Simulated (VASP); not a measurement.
Wanted: the native input for a VASP 6.6.1 run.

| Property | Result |
| --- | --- |
| Task | relaxation of the atoms |
| Functional | r2SCAN |
| Potentials or basis | VASP PAW PBE potentials, release 64 (Sn_d, Se) |
| Cutoff | 600 eV |
| k mesh | 8 × 8 × 8 |
| Occupations | gaussian, width 0.03 eV |
| Spin | no spin polarisation |
| Further INCAR settings | ALGO = Normal; EDIFF = 1e-07; IBRION = 2; EDIFFG = -0.01; NSW = 40 |

The structure of SnSe lies in POSCAR:

```
SnSe                                    
1.0
    3.6702605152      0.0000000000     -0.0000000000
    0.0000000000      3.6702605152     -0.0000000000
    0.0000000000     -0.0000000000      3.6702605152
  Sn              Se            
     1     1
Direct
     0.5000000000000000    0.5000000000000000    0.5000000000000000
     0.0000000000000000    0.0000000000000000    0.0000000000000000
```

Measurements of this composition are mostly on another form, of space group No. 62.

The input as run:

INCAR

```
ALGO = Normal
EDIFF = 1E-7
EDIFFG = -0.01
ENCUT = 600
IBRION = 2
ISIF = 2
ISMEAR = 0
LASPH = True
LCHARG = False
LMIXTAU = True
LREAL = False
LWAVE = False
METAGGA = R2SCAN
NELM = 80
NSW = 40
PREC = Accurate
SIGMA = 0.03
```

KPOINTS

```
k-points
0
Gamma
  8 8 8
```

Potentials or basis: VASP PAW PBE potentials, release 64 (Sn_d, Se).

Run with:

```bash
$ cat potpaw_PBE.64/Sn_d/POTCAR potpaw_PBE.64/Se/POTCAR > POTCAR
$ mpirun -np 1 vasp_std > vasp.out
```

It gave:

```yaml
Pressure_after_relaxing: 0.0 GPa
Band_gap_on_the_k_mesh: none (metal or under the smearing width)
```

Caveat: the relaxation stopped at its first step, so nothing moved; the PAW data sets were made with another functional, which shifts forces and pressure a little.

Run time: 70 s on 1 thread of Intel(R) Xeon(R) Platinum 8488C (Sapphire Rapids), with other jobs on the host, peak memory 0.19 GiB.
